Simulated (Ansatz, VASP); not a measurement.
**C: VASP beside Ansatz**

```xyz
16
Lattice="2.5214 0.0000 0.0000 -1.2607 2.1836 0.0000 0.0000 0.0000 16.5532" Properties=species:S:1:pos:R:3 pbc="T T T"
C     0.0000    0.0000   15.7802
C     1.2607    0.7279    4.9231
C     0.0000    1.4558   13.1997
C     1.2607    0.7279    3.3535
C     0.0000    1.4558    1.2892
C     0.0000    1.4558    5.4423
C     0.0000    1.4558    6.9874
C     1.2607    0.7279   11.1109
C     0.0000    1.4558   11.6301
C     0.0000    0.0000    7.5036
C     0.0000    0.0000    0.7731
C     0.0000    1.4558    2.8343
C     1.2607    0.7279   13.7189
C     0.0000    0.0000    9.0497
C     1.2607    0.7279    9.5658
C     1.2607    0.7279   15.2641
```

Alike in both runs: functional PBE; k mesh 9 × 9 × 1; occupations gaussian, width 0.1 eV; no spin polarisation.

Ansatz relaxed the structure, and its values are those at the end. VASP's run is a single point on that final structure, the one shown.

```csv
,VASP,Ansatz
version,VASP 6.6.1,Ansatz 0.2.0
potentials or method,"VASP PAW PBE potentials, release 64 (C)","scalar-relativistic, plane waves, PAW"
plane-wave cutoff (eV),520,420
valence electrons in the cell,64,64
```

```csv
,VASP,Ansatz,Ansatz less VASP
gap on the k mesh at the Fermi level (eV),4.39,4.40,+0.007
least direct gap on the mesh (eV),5.42,5.43,+0.005
pressure (GPa),0.8,0.1,-0.67
rms of the force components (eV/Å),0.004,0.002,-0.0023
```

Caveats: an odd mesh through Γ misses points on the zone boundary, where band edges often lie.
